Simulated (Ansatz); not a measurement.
# BN: the cost of one run

Computed with Ansatz 0.2.0 (DFT PBE+D3(BJ), scalar-relativistic, plane waves, PAW, unless a step's input says otherwise).

## (1) The structure to begin with

The structure is hexagonal, space group P-6m2 (No. 187). The conventional cell has a = 2.510 Å, b = 2.510 Å, c = 6.690 Å, α = 90.00°, β = 90.00°, γ = 120.00°. B (site symmetry -6m2) is surrounded by 3 N at 1.45 Å. Around N (site symmetry -6m2) lie 3 B at 1.45 Å.

Structure file:

```
B N
1.0
     2.51000    0.00000    0.00000
    -1.25500    2.17372    0.00000
     0.00000    0.00000    6.69000
B N
2 2
Direct
  0.00000 0.00000 0.50000
  0.33333 0.66667 0.00000
  0.00000 0.00000 0.00000
  0.66667 0.33333 0.50000
```

The cell is taken as given, not relaxed at this level.

## (2) Next: an axial (c/a) deformation path

At fixed volume and fractional coordinates, lengths along (0.000, 0.000, 1.000) are scaled against those across it; ρ is that ratio over its starting value.

## (3) Point ρ = 0.850

input.yaml reads:

```yaml
crystal:
  lattice:
    - [2.6497229315, 0.0, 0.0]
    - [-1.3248614658, 2.2947273717, 0.0]
    - [0.0, 0.0, 6.0030514872]
  atoms:
    - { symbol: B, position: [0.0, 0.0, 0.5] }
    - { symbol: B, position: [0.3333333333, 0.6666666667, 0.0] }
    - { symbol: "N", position: [0.0, 0.0, 0.0] }
    - { symbol: "N", position: [0.6666666667, 0.3333333333, 0.5] }
basis:
  ecutwfc: 420
kpoints:
  mp_grid: { grid: [12, 12, 4] }
hamiltonian:
  xc: pbe
  dispersion: d3bj
scf:
  occupations: { method: gaussian, width: 0.05 }
output:
  forces: true
  stress: true
  eigenvalues: true
```

What time and memory should one allow on 1 thread of an x86-64 CPU, shared host?

About 1.2 s, with a peak of 0.46 GiB.
